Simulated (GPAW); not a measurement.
Crystal: AlCo3.

```
Co Al
1.0
     3.57495    0.00000    0.00000
     0.00000    3.57495    0.00000
     0.00000    0.00000    3.57495
Co Al
3 1
Cartesian
  0.0000 1.7875 1.7875
  1.7875 0.0000 1.7875
  1.7875 1.7875 0.0000
  0.0000 0.0000 0.0000
```

The cell comes from a database or a generator and needn't be the stable form of this composition.

Base run:

| Quantity | Value |
| --- | --- |
| Program | GPAW 26.7.0 |
| Functional | PBEsol |
| Potentials or basis | PAW data sets generated in the run's folder for this functional |
| Cutoff | 600 eV |
| Basis | pw |
| k mesh | 8 × 8 × 8 |
| Occupations | fermi-dirac, width 0.05 eV |
| Spin | collinear spin, ferromagnetic start |
| Starting moments | [2.0, 2.0, 2.0, 0.0] μB |
| Hubbard terms | Co d U = 6 eV |

Its results: pressure 20.1 GPa; net moment 5.76 μB per cell; site moments Co +2.02; Al -0.10 μB.

Problem. The run is repeated on the same cell with these changes: hubbard terms from Co d U = 6 eV to none. What comes out?

Solution. Pressure -7.1 GPa; net moment 3.86 μB per cell; site moments Co +1.32; Al -0.05 μB.

Caveats: the U is typed as a test and isn't derived for this compound (some runs).

Not every run made on this cell is shown here.
